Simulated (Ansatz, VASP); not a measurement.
## TiB2 in VASP and in Ansatz

Contents of INCAR:

```
SYSTEM = TiB2
ALGO = Fast ; EDIFF = 1E-6
ENCUT = 520 ; GGA = PE
ISIF = 2 ; ISMEAR = -1
LASPH = .True. ; LCHARG = .True.
LELF = .True. ; LREAL = .False.
LVHAR = .True. ; LWAVE = .False.
NBANDS = 16 ; NELM = 100
PREC = Accurate ; SIGMA = 0.05
```

KPOINTS

```
k-points
0
Gamma
  10 10 9
  0 0 0
```

POSCAR

```
TiB2
1.0
    3.0259273119      0.0000000000      0.0000000000
   -1.5129636559      2.6205299221      0.0000000000
    0.0000000000      0.0000000000      3.2287677100
Ti B
1 2
Direct
    0.0000000000      0.0000000000      0.0000000000
    0.3333333333      0.6666666667      0.5000000000
    0.6666666667      0.3333333333      0.5000000000
```

Input for Ansatz:

```yaml
crystal:
  lattice:
    - [3.0259273119, 0.0, 0.0]
    - [-1.5129636559, 2.6205299221, 0.0]
    - [0.0, 0.0, 3.22876771]
  atoms:
    - { symbol: Ti, position: [0.0, 0.0, 0.0] }
    - { symbol: B, position: [0.3333333333, 0.6666666667, 0.5] }
    - { symbol: B, position: [0.6666666667, 0.3333333333, 0.5] }
kpoints:
  mp_grid: { grid: [10, 10, 9] }
scf:
  occupations: { method: fermi_dirac, width: 0.05 }
hamiltonian:
  xc: pbe
  pseudopotentials: { kind: all_electron, lapw: { basis_error: 0.001 } }
output:
  forces: true
  stress: true
  eigenvalues: true
  populations: true
```

The cell is a database's computed one.

Alike in both runs: task single point; functional PBE; k mesh 10 × 10 × 9; occupations fermi-dirac, width 0.05 eV; no spin polarisation.

|  | VASP | Ansatz |
| --- | --- | --- |
| version | VASP 6.6.1 | Ansatz 0.2.0 |
| potentials or method | VASP PAW PBE potentials, release 64 (Ti_sv, B) | all-electron LAPW, scalar-relativistic |
| plane-wave cutoff (eV) | 520 | see its input |

VASP gave:

| Quantity | Value |
| --- | --- |
| pressure (GPa) | 1.0 |
| largest component of the traceless stress (GPa) | 0.77 |

Problem. What did Ansatz give for the same quantities?

Solution. Pressure (GPa): 0.8; largest component of the traceless stress (GPa): 0.75.

Ansatz ran all-electron here, so the differences hold the error of VASP's frozen core and of both bases.
